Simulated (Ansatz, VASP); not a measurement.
TaN: VASP beside Ansatz

```xyz
2
Lattice="2.9380 0.0000 0.0000 -1.4690 2.5444 0.0000 0.0000 0.0000 2.8830" Properties=species:S:1:pos:R:3 pbc="T T T"
Ta    0.0000    1.6963    1.4415
N     0.0000    0.0000    0.0000
```

Alike in both runs: task single point; functional PBEsol; k mesh 9 × 9 × 6; occupations gaussian, width 0.1 eV; no spin polarisation.

```csv
,VASP,Ansatz
version,VASP 6.6.1,Ansatz 0.2.0
potentials or method,"VASP PAW PBE potentials, release 64 (Ta_pv, N)","scalar-relativistic, plane waves, PAW"
plane-wave cutoff (eV),520,420
valence electrons in the cell,16,18
```

Ansatz gave:

* gap on the k mesh at the Fermi level (eV): none
* pressure (GPa): -4.9
* largest component of the traceless stress (GPa): 0.58

Question: Estimate VASP's values.

Answer: gap on the k mesh at the Fermi level (eV): none; pressure (GPa): -4.1; largest component of the traceless stress (GPa): 0.45.

A gap of «none» marks a metal or a gap that the smearing closes. The two sets of potentials don't hold the same shells in valence.

Caveats: the k mesh is coarse (spacing up to 0.36 Å⁻¹), so the values aren't converged; the PAW data sets were made with another functional, which shifts forces and pressure a little (VASP). Spin-orbit coupling is left out, which matters for the levels of Ta.
